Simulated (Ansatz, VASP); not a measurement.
# PtSe2 (Sudovikovite): VASP beside Ansatz

File INCAR:

```
SYSTEM = PtSe2
PREC = Accurate
ENCUT = 520
EDIFF = 1E-6
ISMEAR = -1
SIGMA = 0.05
LREAL = .FALSE.
LASPH = .TRUE.
NELM = 60
ALGO = Normal
ISIF = 2
LWAVE = .FALSE.
LCHARG = .FALSE.
NBANDS = 18
```

File KPOINTS:

```
Automatic mesh
0
G
  8 8 5
  0 0 0
```

The input POSCAR:

```
PtSe2
1.0
    3.6479786689      0.0000000000      0.0000000000
   -1.8239893344      3.1592421997      0.0000000000
    0.0000000000      0.0000000000      4.9586648823
Pt Se
1 2
Direct
    0.0000000000      0.0000000000      0.0000000000
    0.6666666667      0.3333333333      0.7500000000
    0.3333333333      0.6666666667      0.2500000000
```

input.yaml

```yaml
crystal:
  lattice:
    - [3.6479786689, 0.0, 0.0]
    - [-1.8239893344, 3.1592421997, 0.0]
    - [0.0, 0.0, 4.9586648823]
  atoms:
    - { symbol: Pt, position: [0.0, 0.0, 0.0] }
    - { symbol: Se, position: [0.6666666667, 0.3333333333, 0.75] }
    - { symbol: Se, position: [0.3333333333, 0.6666666667, 0.25] }
kpoints:
  mp_grid: { grid: [8, 8, 5] }
scf:
  occupations: { method: fermi_dirac, width: 0.05 }
hamiltonian:
  xc: lda
  pseudopotentials: { kind: all_electron, lapw: { basis_error: 0.002 } }
output:
  forces: true
  stress: true
  eigenvalues: true
```

Change from the starting cell: volume scaled by 0.94.

Alike in both runs: task single point; functional LDA; k mesh 8 × 8 × 5; occupations fermi-dirac, width 0.05 eV; no spin polarisation.

|  | VASP | Ansatz |
| --- | --- | --- |
| version | VASP 6.6.1 | Ansatz 0.2.0 |
| potentials or method | VASP PAW LDA potentials, release 64 (Pt, Se) | all-electron LAPW, scalar-relativistic |
| plane-wave cutoff (eV) | 520 | see its input |

VASP gave:

| Property | Result |
| --- | --- |
| gap on the k mesh at the Fermi level (eV) | none |
| pressure (GPa) | 9.6 |
| largest component of the traceless stress (GPa) | 3.18 |
| rms of the force components (eV/Å) | 0.524 |

Q: Estimate Ansatz's values.

A: gap on the k mesh at the Fermi level (eV): none; pressure (GPa): 9.1; largest component of the traceless stress (GPa): 3.03; rms of the force components (eV/Å): 0.494.

Atom by atom the forces differ by 0.030 eV/Å (rms over components). A gap of «none» marks a metal or a gap that the smearing closes. Ansatz ran all-electron here, so the differences hold the error of VASP's frozen core and of both bases.

Caveats: forces of over 1 eV/Å show positions far from the minimum, so gaps and moduli don't describe the material at rest. Spin-orbit coupling is left out, which matters for the levels of Pt.
